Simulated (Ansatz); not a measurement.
Runs of Ansatz 0.2.0 on Cu. Symmetry: P6_3/mmc, No. 194, hexagonal system. Conventional cell: a = 2.531 Å, b = 2.531 Å, c = 8.262 Å, α = 90.00°, β = 90.00°, γ = 120.00°. Cu (site symmetry -6m2) is surrounded by 12 Cu at 2.53 Å. Cu (site symmetry -3m) has 12 Cu at 2.53 Å as nearest neighbours. This isn't the form of Cu at room conditions, which is fcc.

| task | level | k mesh | cutoff (eV) | atoms under strain | gap on the mesh (eV) | V0 of scaled cells (Å³/atom) | B0 (GPa) |
| --- | --- | --- | --- | --- | --- | --- | --- |
| equation of state | LDA | 12 × 12 × 4 | 420 | - | - | (a) | 188 |
| equation of state | r2SCAN | 12 × 12 × 4 | 500 | - | - | 11.45 | 162 |
| phonons | PBEsol | 10 × 10 × 4 | 420 | - | none | - | - |
| elastic constants | PBEsol | 10 × 10 × 4 | 420 | relaxed | none | - | - |

Alike in all rows: potentials or basis Ansatz PAW; no spin polarisation; cell as given; smearing fermi-dirac 0.05 eV.

Task: Fill in the values left out.

Result: (a) 10.90.

Caveats: the cell was scaled at fixed shape and fractional positions, which overstates the stiffness of a crystal with free parameters, most of all of layers and chains (some runs); the PAW data sets come from PBE, with cores solved anew for the run's functional, which leaves a small shift of forces and pressure (some runs); the PAW data sets were made with another functional, which shifts forces and pressure a little (some runs); elastic constants of metals need much finer meshes, so these are rough (some runs).

A gap of «none» marks a metal or a gap under the smearing width.
